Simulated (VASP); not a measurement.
Input and output of a VASP LDA relaxation of cell and atoms on SnTe2 (fluorite)

INCAR

```
LCHARG = .FALSE.
SIGMA = 0.02
LASPH = .TRUE.
NBANDS = 20
PREC = Accurate
EDIFFG = -5E-3
LWAVE = .FALSE.
ENCUT = 600
IBRION = 2
ISIF = 3
LREAL = .FALSE.
EDIFF = 1E-7
NELM = 120
ISMEAR = -1
NSW = 40
GGA = CA
```

KPOINTS

```
KPOINTS created by Atomic Simulation Environment
0
Gamma
6 6 6
0 0 0
```

POSCAR

```
Sn Te
 1.0000000000000000
    -0.0000000000000000    3.7188804330773833    3.7188804330773833
     3.7188804330773833   -0.0000000000000000    3.7188804330773833
     3.7188804330773833    3.7188804330773833   -0.0000000000000000
 Sn  Te
   1   2
Cartesian
  0.0000000000000000 -0.0000000000000000 -0.0000000000000000
  1.8594402165386916  1.8594402165386916  1.8594402165386916
  5.5783206496160753  5.5783206496160753  5.5783206496160753
```

VASP ran with the recommended LDA PAW datasets (26 valence electrons in the cell).

OSZICAR

```
N       E                     dE             d eps       ncg     rms          rms(c)
DAV:   1     0.190510785470E+03    0.19051E+03   -0.12339E+04   640   0.148E+03
DAV:   2     0.106809931620E+02   -0.17983E+03   -0.17406E+03   672   0.371E+02
DAV:   3    -0.107015077633E+02   -0.21383E+02   -0.21067E+02   768   0.109E+02
DAV:   4    -0.115842943596E+02   -0.88279E+00   -0.88047E+00   724   0.225E+01
DAV:   5    -0.116206278653E+02   -0.36334E-01   -0.36330E-01   884   0.486E+00    0.602E+00
DAV:   6    -0.115943335701E+02    0.26294E-01   -0.45756E-02   752   0.193E+00    0.381E+00
DAV:   7    -0.115877475664E+02    0.65860E-02   -0.26656E-02   740   0.115E+00    0.206E-01
DAV:   8    -0.115869758018E+02    0.77176E-03   -0.54219E-03   728   0.696E-01    0.957E-02
DAV:   9    -0.115870119872E+02   -0.36185E-04   -0.29334E-04   720   0.134E-01    0.432E-02
DAV:  10    -0.115870083396E+02    0.36475E-05   -0.27355E-05   772   0.448E-02    0.171E-02
DAV:  11    -0.115870087823E+02   -0.44267E-06   -0.42265E-06   692   0.140E-02    0.421E-03
DAV:  12    -0.115870086067E+02    0.17557E-06   -0.75784E-07   736   0.842E-03    0.136E-03
DAV:  13    -0.115870086301E+02   -0.23404E-07   -0.12423E-07   512   0.263E-03
   1 F= -.11587009E+02 E0= -.11584012E+02  d E =-.115870E+02
       N       E                     dE             d eps       ncg     rms          rms(c)
DAV:   1    -0.134977586894E+02   -0.19108E+01   -0.36790E+01   828   0.674E+01    0.825E+00
DAV:   2    -0.120320566203E+02    0.14657E+01   -0.28760E+00   836   0.247E+01    0.334E+00
DAV:   3    -0.116914370962E+02    0.34062E+00   -0.76482E-01   848   0.107E+01    0.823E-01
DAV:   4    -0.116727820615E+02    0.18655E-01   -0.49047E-02   944   0.163E+00    0.840E-01
DAV:   5    -0.116685943679E+02    0.41877E-02   -0.23502E-03   868   0.369E-01    0.283E-01
DAV:   6    -0.116679726655E+02    0.62170E-03   -0.46717E-04   828   0.168E-01    0.335E-02
DAV:   7    -0.116679687704E+02    0.38951E-05   -0.54057E-05   832   0.811E-02    0.104E-02
DAV:   8    -0.116679673530E+02    0.14174E-05   -0.89159E-06   748   0.295E-02    0.650E-03
DAV:   9    -0.116679675163E+02   -0.16334E-06   -0.65120E-07   704   0.589E-03    0.158E-03
DAV:  10    -0.116679675261E+02   -0.98303E-08   -0.40312E-08   448   0.143E-03
   2 F= -.11667968E+02 E0= -.11666234E+02  d E =-.809589E-01
       N       E                     dE             d eps       ncg     rms          rms(c)
DAV:   1    -0.117305844205E+02   -0.62617E-01   -0.13095E+00   828   0.149E+01    0.145E+00
DAV:   2    -0.116853996173E+02    0.45185E-01   -0.78983E-02   836   0.385E+00    0.629E-01
DAV:   3    -0.116736622573E+02    0.11737E-01   -0.26158E-02   864   0.199E+00    0.133E-01
DAV:   4    -0.116729610508E+02    0.70121E-03   -0.15622E-03   944   0.330E-01    0.171E-01
DAV:   5    -0.116727786621E+02    0.18239E-03   -0.11895E-04   916   0.835E-02    0.276E-02
DAV:   6    -0.116727745233E+02    0.41388E-05   -0.19529E-05   820   0.573E-02    0.609E-03
DAV:   7    -0.116727744624E+02    0.60895E-07   -0.85604E-07   724   0.805E-03
   3 F= -.11672774E+02 E0= -.11670914E+02  d E =-.857658E-01
```

From OUTCAR

```
k-points           NKPTS =     16   k-points in BZ     NKDIM =     16   number of bands    NBANDS=     20

   NELECT =      26.0000    total number of electrons

   dimension x,y,z NGX =    42 NGY =   42 NGZ =   42
   dimension x,y,z NGXF=    84 NGYF=   84 NGZF=   84

  energy-cutoff  :      600.00
  volume of cell :       94.83
      direct lattice vectors                 reciprocal lattice vectors
     0.000000000  3.619433321  3.619433321    -0.138143172  0.138143172  0.138143172
     3.619433321  0.000000000  3.619433321     0.138143172 -0.138143172  0.138143172
     3.619433321  3.619433321  0.000000000     0.138143172  0.138143172 -0.138143172

 k-points in reciprocal lattice and weights: KPOINTS created by Atomic Simulation Env
   0.00000000  0.00000000  0.00000000       0.005
   0.16666667  0.00000000  0.00000000       0.037
   0.33333333  0.00000000  0.00000000       0.037
   0.50000000  0.00000000  0.00000000       0.019
   0.16666667  0.16666667  0.00000000       0.028
   0.33333333  0.16666667  0.00000000       0.111
   0.50000000  0.16666667  0.00000000       0.111
  -0.33333333  0.16666667  0.00000000       0.111
   ...

 E-fermi :   6.1649

 k-point     1 :       0.0000    0.0000    0.0000
  band No.  band energies     occupation
      1     -15.1137      2.00000
      2     -15.1137      2.00000
      3     -15.1137      2.00000
      4     -15.0936      2.00000
      5     -15.0936      2.00000
      6      -6.6805      2.00000
      7      -3.4140      2.00000
      8       1.7932      2.00000
      9       3.2997      2.00000
     10       3.2997      2.00000
     11       3.2997      2.00000
     12       4.5799      2.00000
     13       4.5799      2.00000
     14       4.5799      2.00000
     15       7.6719      0.00000
     16       7.6719      0.00000
     17       7.6719      0.00000
     18      10.8310      0.00000
     19      10.8310      0.00000
     20      11.6135      0.00000

 k-point     2 :       0.1667    0.0000    0.0000
  band No.  band energies     occupation
      1     -15.1144      2.00000
      2     -15.1131      2.00000
      3     -15.1131      2.00000
      4     -15.0936      2.00000
      5     -15.0936      2.00000
      6      -6.4932      2.00000
      7      -3.6280      2.00000
      8       0.9772      2.00000
      9       3.1637      2.00000
     10       3.1637      2.00000
     11       3.1640      2.00000
     12       4.5301      2.00000
     13       4.5301      2.00000
     14       5.8603      2.00000
     15       7.8529      0.00000
     16       7.8529      0.00000
     17       7.8536      0.00000
     18      11.5926      0.00000
     19      11.5926      0.00000
     20      12.4208      0.00000

 k-point     3 :       0.3333    0.0000    0.0000
  band No.  band energies     occupation
      1     -15.1161      2.00000
      2     -15.1120      2.00000
      3     -15.1120      2.00000
      4     -15.0935      2.00000
      5     -15.0935      2.00000
      6      -5.9529      2.00000
      7      -4.2524      2.00000
      8      -0.0574      2.00000
      9       2.9855      2.00000
     10       2.9855      2.00000
     11       3.3922      2.00000
     12       4.2726      2.00000
     13       4.2726      2.00000
     14       6.6636      0.00000
     15       8.6686      0.00000
     16       8.6686      0.00000
     17       9.6579      0.00000
     18      12.2761      0.00000
     19      13.0158      0.00000
     20      13.0158      0.00000

 k-point     4 :       0.5000    0.0000    0.0000
  band No.  band energies     occupation
      1     -15.1169      2.00000
      2     -15.1114      2.00000
      3     -15.1114      2.00000
      4     -15.0935      2.00000
      5     -15.0935      2.00000
      6      -5.2377      2.00000
      7      -5.0278      2.00000
      8      -0.4201      2.00000
      9       2.9287      2.00000
     10       2.9287      2.00000
     11       3.4950      2.00000
     12       4.1077      2.00000
     13       4.1077      2.00000
     14       6.9982      0.00000
     15       9.4142      0.00000
     16       9.4142      0.00000
     17      10.7845      0.00000
     18      11.8877      0.00000
     19      12.4941      0.00000
     20      12.4941      0.00000

 k-point     5 :       0.1667    0.1667    0.0000
  band No.  band energies     occupation
      1     -15.1153      2.00000
      2     -15.1125      2.00000
      3     -15.1125      2.00000
      4     -15.0939      2.00000
      5     -15.0933      2.00000
      6      -6.4346      2.00000
      7      -3.6550      2.00000
      8       0.7284      2.00000
      9       2.5703      2.00000
     10       2.5703      2.00000
     11       4.1075      2.00000
     12       4.9187      2.00000
     13       5.2967      2.00000
     14       5.2967      2.00000
     15       7.1157      0.00000
     16       8.3985      0.00000
     17       8.3985      0.00000
     18      11.0778      0.00000
     19      11.9199      0.00000
     20      12.9905      0.00000

 k-point     6 :       0.3333    0.1667    0.0000
  band No.  band energies     occupation
      1     -15.1165      2.00000
      2     -15.1119      2.00000
      3     -15.1114      2.00000
      4     -15.0940      2.00000
      5     -15.0932      2.00000
      6      -6.0251      2.00000
      7      -4.0442      2.00000
      8      -0.2920      2.00000
      9       2.2612      2.00000
     10       2.4328      2.00000
     11       4.2408      2.00000
     12       4.8616      2.00000
     13       5.3807      2.00000
     14       5.9378      1.99998
     15       8.1199      0.00000
     16       9.1915      0.00000
     17       9.2607      0.00000
     18      12.0031      0.00000
     19      12.5468      0.00000
     20      13.3429      0.00000

 k-point     7 :       0.5000    0.1667    0.0000
  band No.  band energies     occupation
      1     -15.1164      2.00000
      2     -15.1122      2.00000
      3     -15.1108      2.00000
      4     -15.0938      2.00000
      5     -15.0933      2.00000
      6      -5.3413      2.00000
      7      -4.7528      2.00000
      8      -0.9092      2.00000
      9       2.3281      2.00000
     10       2.4224      2.00000
     11       3.8221      2.00000
     12       4.9570      2.00000
     13       5.3848      2.00000
     14       6.2999      0.00234
     15       9.3649      0.00000
     16       9.5834      0.00000
     17      10.2778      0.00000
     18      11.7164      0.00000
     19      12.7419      0.00000
     20      14.1051      0.00000

 k-point     8 :      -0.3333    0.1667    0.0000
  band No.  band energies     occupation
      1     -15.1157      2.00000
      2     -15.1126      2.00000
      3     -15.1113      2.00000
      4     -15.0936      2.00000
      5     -15.0935      2.00000
      6      -5.5736      2.00000
      7      -4.5379      2.00000
      8      -0.7701      2.00000
      9       2.4837      2.00000
     10       2.7812      2.00000
     11       3.4650      2.00000
     12       4.4398      2.00000
     13       5.6788      2.00000
     14       6.4297      0.00000
     15       8.6356      0.00000
     16       9.6006      0.00000
     17      10.2610      0.00000
     18      11.2204      0.00000
     19      13.4084      0.00000
     20      13.9098      0.00000

 k-point     9 :      -0.1667    0.1667    0.0000
  band No.  band energies     occupation
      1     -15.1152      2.00000
      2     -15.1125      2.00000
      3     -15.1124      2.00000
      4     -15.0937      2.00000
      5     -15.0934      2.00000
      6      -6.1915      2.00000
      7      -3.9304      2.00000
      8       0.0849      2.00000
      9       2.7434      2.00000
     10       3.0865      2.00000
     11       3.5507      2.00000
     12       3.8699      2.00000
     13       5.7717      2.00000
     14       5.9447      1.99997
     15       7.8540      0.00000
     16       8.3453      0.00000
     17       9.1363      0.00000
     18      11.8729      0.00000
     19      12.4943      0.00000
     20      13.1006      0.00000

 k-point    10 :       0.3333    0.3333    0.0000
  band No.  band energies     occupation
      1     -15.1188      2.00000
      2     -15.1103      2.00000
      3     -15.1103      2.00000
      4     -15.0945      2.00000
      5     -15.0928      2.00000
      6      -5.7930      2.00000
      7      -4.0544      2.00000
      8      -1.0060      2.00000
      9       1.7863      2.00000
     10       1.7863      2.00000
     11       4.5790      2.00000
     12       6.0152      1.99888
     13       6.2125      0.16945
     14       6.2125      0.16945
     15       7.6981      0.00000
     16       9.9074      0.00000
     17       9.9074      0.00000
     18      11.7698      0.00000
     19      12.6997      0.00000
     20      13.9243      0.00000

 ...

  Total        0.0015024      0.0015024      0.0015024      0.0000000     -0.0000000      0.0000000
  in kB        0.0253839      0.0253839      0.0253839      0.0000000     -0.0000000      0.0000000
  external PRESSURE =       0.0253839 kB  Pullay stress =       0.0000000 kB

 POSITION                                       TOTAL-FORCE (eV/Angst)
 -----------------------------------------------------------------------------------
      0.00000      0.00000      0.00000        -0.000000      0.000000      0.000000
      1.80972      1.80972      1.80972         0.000000      0.000000      0.000000
      5.42915      5.42915      5.42915        -0.000000     -0.000000     -0.000000
 -----------------------------------------------------------------------------------
    total drift:                               -0.000000      0.000000      0.000000

  FREE ENERGIE OF THE ION-ELECTRON SYSTEM (eV)
  ---------------------------------------------------
  free  energy   TOTEN  =       -11.6727744624 eV

  energy  without entropy=      -11.6690544401  energy(sigma->0) =      -11.67091445
```

CONTCAR

```
Sn Te
   1.00000000000000
     0.0000000000000000    3.6194333214757677    3.6194333214757677
     3.6194333214757677    0.0000000000000000    3.6194333214757677
     3.6194333214757677    3.6194333214757677    0.0000000000000000
  Sn              Te
     1     2
Direct
     0.0000000000000000    0.0000000000000000    0.0000000000000000
     0.2500000000000000    0.2500000000000000    0.2500000000000000
     0.7500000000000000    0.7500000000000000    0.7500000000000000

  0.00000000E+00  0.00000000E+00  0.00000000E+00
  0.00000000E+00  0.00000000E+00  0.00000000E+00
  0.00000000E+00  0.00000000E+00  0.00000000E+00
```

```
relaxed cell vector lengths : 5.119, 5.119, 5.119 Å
relaxed cell volume         : 94.83 Å³
```
